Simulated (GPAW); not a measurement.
# PbSe (Clausthalite) (Fm-3m) in GPAW: a series of runs, part 3 of 3

GPAW 26.7.0. The steps go on from the part before.

## (4) Equation of state, AM05+D4

Contents of run.py:

```python
import spglib
from ase import Atoms
from ase.calculators.mixing import SumCalculator
from ase.eos import EquationOfState
from ase.io import Trajectory, read
from ase.units import GPa
from dftd4.ase import DFTD4
from gpaw import GPAW, PW, setup_paths

setup_paths.insert(0, '.')

atoms = read('PbSe.cif')
cell, positions, numbers = spglib.find_primitive(
    (atoms.cell[:], atoms.get_scaled_positions(), atoms.numbers), symprec=1e-4)
atoms = Atoms(numbers, cell=cell, scaled_positions=positions, pbc=True)

traj = Trajectory('eos.traj', 'w')
volumes, energies = [], []
for x in [0.94, 0.96, 0.98, 1.0, 1.02, 1.04, 1.06]:
    a = atoms.copy()
    a.set_cell(atoms.cell * x**(1 / 3), scale_atoms=True)
    calc = GPAW(mode=PW(600),
                xc='AM05',
                kpts={'size': (6, 6, 6), 'gamma': True},
                occupations={'name': 'fermi-dirac', 'width': 0.05},
                nbands=19,
                convergence={'density': 1e-05, 'energy': 1e-05},
                maxiter=150,
                txt=f'eos-{x:.2f}.txt')
    a.calc = SumCalculator([calc, DFTD4(method='am05')])
    energies.append(a.get_potential_energy())
    volumes.append(a.get_volume())
    p = -a.get_stress()[:3].mean() / GPa
    calc.write(f'eos-{x:.2f}.gpw')
    traj.write(a)
    print(f'{x:.2f} {volumes[-1]:10.4f} A^3 {energies[-1]:14.6f} eV {p:9.3f} GPa', flush=True)

v0, e0, B = EquationOfState(volumes, energies, eos='birchmurnaghan').fit()
print(f'V0 = {v0:.4f} A^3, E0 = {e0:.6f} eV, B0 = {B / GPa:.2f} GPa')
```

PbSe.cif is that of step 2.

Potentials or basis: PAW data sets generated in the run's folder for this functional, pw.

Started as:

```console
gpaw-setup -f AM05 Pb Se
OMP_NUM_THREADS=1 python run.py
```

The program printed:

```text
__  _  _
 | _ |_)|_||  |
 |__||  | ||/\| - 26.7.0

Input parameters:
  mode=PW(ecut=600.0),
  convergence={'density': 1e-05, 'energy': 1e-05},
  kpts=MonkhorstPack(size=(6, 6, 6), gamma=True),
  maxiter=150,
  nbands=19,
  occupations=Occupations(name='fermi-dirac', width=0.05),
  xc=XC(name='AM05')

Diagonalizing LCAO Hamiltonian
Converting LCAO to pw mode

                Se

       Pb

Atoms  # Å, Bohr magnetons
|   | symbol |        x |        y |        z |    initial magnetic moments |
|---|--------|----------|----------|----------|-----------------------------|
| 0 |     Pb | 0.000000 | 0.000000 | 0.000000 | ( 0.0000,  0.0000,  0.0000) |
| 1 |     Se | 2.998170 | 2.998170 | 2.998170 | ( 0.0000,  0.0000,  0.0000) |

Unit cell  # Å
| periodic |        x |        y |        z |  lengths |    angles |
|----------|----------|----------|----------|----------|-----------|
|      yes | 0.000000 | 2.998170 | 2.998170 | 4.240053 | 60.000000 |
|      yes | 2.998170 | 0.000000 | 2.998170 | 4.240053 | 60.000000 |
|      yes | 2.998170 | 2.998170 | 0.000000 | 4.240053 | 60.000000 |

Number of symmetries: 48
Symmetry operations  # r_c * U_cc + t_c -> r_c
|    | kind |            matrix            |
|----|------|------------------------------|
|  0 |  σ   |  1, 0, 0,  1, 0,-1,  1,-1, 0 |
|  1 |  C2  |  1, 0, 0,  1,-1, 0,  1, 0,-1 |
|  2 |  E   |  1, 0, 0,  0, 1, 0,  0, 0, 1 |
|  3 |  σ   |  1, 0, 0,  0, 0, 1,  0, 1, 0 |
|  4 |  C4  |  1, 0,-1,  1, 0, 0,  1,-1, 0 |
|  5 |  S6  |  1, 0,-1,  1,-1, 0,  1, 0, 0 |
|  6 |  σ   |  1, 0,-1,  0, 1,-1,  0, 0,-1 |
|  7 |  C3  |  1, 0,-1,  0, 0,-1,  0, 1,-1 |
|  8 |  S6  |  1,-1, 0,  1, 0, 0,  1, 0,-1 |
|  9 |  C4  |  1,-1, 0,  1, 0,-1,  1, 0, 0 |
| 10 |  C3  |  1,-1, 0,  0,-1, 1,  0,-1, 0 |
| 11 |  σ   |  1,-1, 0,  0,-1, 0,  0,-1, 1 |
| 12 |  σ   |  0, 1, 0,  1, 0, 0,  0, 0, 1 |
| 13 |  C4  |  0, 1, 0,  0, 1,-1, -1, 1, 0 |
| 14 |  C3  |  0, 1, 0,  0, 0, 1,  1, 0, 0 |
| 15 |  S6  |  0, 1, 0, -1, 1, 0,  0, 1,-1 |
| 16 |  C2  |  0, 1,-1,  1, 0,-1,  0, 0,-1 |
| 17 |  σ   |  0, 1,-1,  0, 1, 0, -1, 1, 0 |
| 18 |  S4  |  0, 1,-1,  0, 0,-1,  1, 0,-1 |
| 19 |  C4  |  0, 1,-1, -1, 1, 0,  0, 1, 0 |
| 20 |  C3  |  0, 0, 1,  1, 0, 0,  0, 1, 0 |
| 21 |  σ   |  0, 0, 1,  0, 1, 0,  1, 0, 0 |
| 22 |  S6  |  0, 0, 1,  0,-1, 1, -1, 0, 1 |
| 23 |  C4  |  0, 0, 1, -1, 0, 1,  0,-1, 1 |
| 24 |  S4  |  0, 0,-1,  1, 0,-1,  0, 1,-1 |
| 25 |  C3  |  0, 0,-1,  0, 1,-1,  1, 0,-1 |
| 26 |  C2  |  0, 0,-1,  0,-1, 0, -1, 0, 0 |
| 27 |  S6  |  0, 0,-1, -1, 0, 0,  0,-1, 0 |
| 28 |  S4  |  0,-1, 1,  1,-1, 0,  0,-1, 0 |
| 29 |  C4  |  0,-1, 1,  0, 0, 1, -1, 0, 1 |
| 30 |  C2  |  0,-1, 1,  0,-1, 0,  1,-1, 0 |
| 31 |  σ   |  0,-1, 1, -1, 0, 1,  0, 0, 1 |
| 32 |  C3  |  0,-1, 0,  1,-1, 0,  0,-1, 1 |
| 33 |  S6  |  0,-1, 0,  0, 0,-1, -1, 0, 0 |
| 34 |  S4  |  0,-1, 0,  0,-1, 1,  1,-1, 0 |
| 35 |  C2  |  0,-1, 0, -1, 0, 0,  0, 0,-1 |
| 36 |  C2  | -1, 1, 0,  0, 1, 0,  0, 1,-1 |
| 37 |  S6  | -1, 1, 0,  0, 1,-1,  0, 1, 0 |
| 38 |  S4  | -1, 1, 0, -1, 0, 1, -1, 0, 0 |
| 39 |  C3  | -1, 1, 0, -1, 0, 0, -1, 0, 1 |
| 40 |  S6  | -1, 0, 1,  0, 0, 1,  0,-1, 1 |
| 41 |  C2  | -1, 0, 1,  0,-1, 1,  0, 0, 1 |
| 42 |  C3  | -1, 0, 1, -1, 1, 0, -1, 0, 0 |
| 43 |  S4  | -1, 0, 1, -1, 0, 0, -1, 1, 0 |
| 44 |  C2  | -1, 0, 0,  0, 0,-1,  0,-1, 0 |
| 45 |  i   | -1, 0, 0,  0,-1, 0,  0, 0,-1 |
| 46 |  σ   | -1, 0, 0, -1, 1, 0, -1, 0, 1 |
| 47 |  C2  | -1, 0, 0, -1, 0, 1, -1, 1, 0 |

BZ-sampling:
  Number of BZ points: 216
  Number of IBZ points: 16

  Monkhorst-Pack size: [6, 6, 6]
  Monkhorst-Pack shift: [0.08333333333333333, 0.08333333333333333, 0.08333333333333333]

K-points  # in reciprocal-cell coordinates
|     |                                coordinates |     weight |
|-----|--------------------------------------------|------------|
|   0 | (  0.00000000,   0.00000000,   0.00000000) | 0.00462963 |
|   1 | (  0.16666667,   0.16666667,   0.00000000) | 0.02777778 |
|   2 | (  0.16666667,   0.16666667,   0.16666667) | 0.03703704 |
|   3 | (  0.33333333,   0.16666667,   0.16666667) | 0.05555556 |
|   4 | (  0.33333333,   0.33333333,  -0.33333333) | 0.05555556 |
|   5 | (  0.33333333,   0.33333333,   0.00000000) | 0.02777778 |
|   6 | (  0.33333333,   0.33333333,   0.16666667) | 0.11111111 |
|   7 | (  0.33333333,   0.33333333,   0.33333333) | 0.03703704 |
|   8 | (  0.50000000,   0.33333333,  -0.33333333) | 0.11111111 |
|   9 | (  0.50000000,   0.33333333,  -0.16666667) | 0.05555556 |
| ... |                                            |            |
|  15 | (  0.50000000,   0.50000000,   0.50000000) | 0.01851852 |

Plane wave coefficients: 1820
Cutoff: 600.0 eV

Spin-components: 1 (collinear spins)
Bands:           19
Projectors:      11
Spin-degeneracy: 2
Datatype:        complex128

Parallelization:
  kpt:    1
  domain: 1
  band:   1

Density:
  Valence electrons: 20.0
  Components: 1
  Grid points: [24 24 24]
  Charge: 0.0  # |e|

Potential:
  Grid points: [24 24 24]

species:
  Pb:
    name:    Lead
    Z:       82.0
    valence: 14
    core:    68
    charge:  0.0  # [|e|]
    compensation charges:
      type: gauss
      rc: 0.38  # [Å]
      lmax: 2
    cutoffs:
      filter: 2.36  # [Å]
      core: 2.43  # [Å]
    projectors
    | kind |    occ | energy [eV] | rcut [Å] |
    |------|--------|-------------|----------|
    |   6s |  2.000 |     -11.995 |    1.259 |
    |   6p |  2.000 |      -3.471 |    1.275 |
    |   5d | 10.000 |     -21.202 |    1.217 |
    |    s |        |      15.216 |    1.259 |
    |    p |        |      23.740 |    1.275 |
    |    d |        |       6.009 |    1.217 |

    Using partial waves for Pb as LCAO basis

  Se:
    name:    Selenium
    Z:       34.0
    valence: 6
    core:    28
    charge:  0.0  # [|e|]
    compensation charges:
      type: gauss
      rc: 0.27  # [Å]
      lmax: 2
    cutoffs:
      filter: 1.77  # [Å]
      core: 2.67  # [Å]
    projectors
    | kind |    occ | energy [eV] | rcut [Å] |
    |------|--------|-------------|----------|
    |   4s |  2.000 |     -17.239 |    0.847 |
    |   4p |  4.000 |      -6.475 |    1.005 |
    |    s |        |       9.972 |    0.847 |
    |    p |        |      20.736 |    1.005 |
    |    d |        |       0.000 |    0.847 |

    Using partial waves for Se as LCAO basis

Reference energy: -633005.134809  # eV

eigensolver:
  PPCG
  Converge bands: occupied
  niter=2

density mixing:
  MSR1-Mixer
  Pratt-step length: 0.05
  Maximum mixing coefficient: 0.75
  Old densities: 10
  SVD Regularization: 0.005
  Good broyden scale: 1.0
  Trust region scale: 1.0
  Backstep threshold: 4.0
  History deletion threshold: 6.0
  Fourier metric: weight=20.0, sigma=0.015

occupation numbers:
  Fermi-Dirac:
    width: 0.0500  # eV

poisson solver:
  ecut: 4800.0  # eV

xc functional:
  name: AM05 with 2 nearest neighbor stencil

convergence criteria:
- Maximum integral of absolute [dens]ity change: 1e-05 electrons / valence electron
- Maximum [total energy] change in last 3 cyles: 1e-05 eV / valence electron
- Maximum integral of absolute [eigenst]ate change: 4e-08 eV^2 / valence electron
maximum number of iterations: 150

SCF iterations
|iter     | |      energy | eigst |  dens |
|---------|-|-------------|-------|-------|
|iter:   1| |   -8.733470 | -0.17 |       |
|iter:   2| |   -8.689779 | -2.05 | -1.29 |
|iter:   3| |   -8.538673 | -2.05 | -1.33 |
|iter:   4| |   -8.539162 | -3.77 | -1.94 |
|iter:   5| |   -8.539555 | -4.35 | -2.36 |
|iter:   6| |   -8.539580 | -5.75 | -3.28 |
|iter:   7| |   -8.539583c| -6.77 | -3.80 |
|iter:   8| |   -8.539583c| -7.87c| -4.54 |
|iter:   9| |   -8.539583c| -8.04c| -5.17c|

Converged in 9 steps
Energy contributions relative to reference atoms: (reference = -633005.134809)

Energy contributions:
  Kinetic:          22.277578
  Coulomb:         -21.750625
  Zero:             -0.104267
  External:          0.000000
  Xc:               -8.960987
  Entropy:          -0.002563
  Spinorbit:         0.000000
  ----------------------------
  Free energy:      -8.540864
  Extrapolated:     -8.539583

dipole moment: (-25.375642, -25.375642, -25.375642)  # |e|*Ang

Fermi level: 6.947
Eigenvalues  # (at kpt = [0.000, 0.000, 0.000])
| band index |      eig [eV] | occ [0-2] |
|------------|---------------|-----------|
|          0 |       -10.072 |     2.000 |
|        ... |               |           |
|          2 |       -10.068 |     2.000 |
|          3 |       -10.068 |     2.000 |
|          4 |       -10.068 |     2.000 |
|          5 |        -7.277 |     2.000 |
|          6 |         0.696 |     2.000 |
|          7 |         4.679 |     2.000 |
[... 9 lines left out ...]
|         17 |        15.562 |     0.000 |
|         18 |        15.869 |     0.000 |

Gap: 0.010 eV
Transition (v -> c):
  (s=0, k=15, n=9, [0.50, 0.50, 0.50]) -> (s=0, k=15, n=10, [0.50, 0.50, 0.50])
No difference between direct/indirect transitions

Stress tensor  # eV/Ang^3
|         x |         y |         z |
|-----------|-----------|-----------|
| -0.019279 |  0.000000 |  0.000000 |
|  0.000000 | -0.019279 | -0.000000 |
|  0.000000 | -0.000000 | -0.019279 |

# Writing to eos-0.94.gpw (mode='')
```

Wall time 73 s (1 thread of Arm Neoverse V2, shared host); peak memory 0.24 GiB.

Results:

```
Equilibrium volume                      : 27.79 Å³/atom
Bulk modulus                            : 53 GPa
Pressure derivative of the bulk modulus : 7.2 (rough: it moves with the points fitted)
```

Energy against volume, from the lowest point:
```tsv
volume (Å³/atom)	energy (meV/atom)
26.951	4.02
27.524	0.06
28.097	0.00
28.671	3.55
29.244	10.34
29.818	19.88
30.391	30.90
```

Spin-orbit coupling is left out, which matters for the levels of Pb.

## (5) Comparison with measurements

Step 2. Measured direct gap of PbSe: 0.15 eV (direct; 4.2 K; a printed reference work, monograph). This calculation gives 0.51 eV (+0.36 eV). 2 values of this kind are on record (0.15 to 0.28 eV); this one was drawn at random. The value is that of SOGGA, without temperature or zero-point motion.

Step 4. The cell as given is a measured one (28.67 Å³/atom); AM05+D4 puts the equilibrium volume -3.1 % from it, thermal expansion not counted.
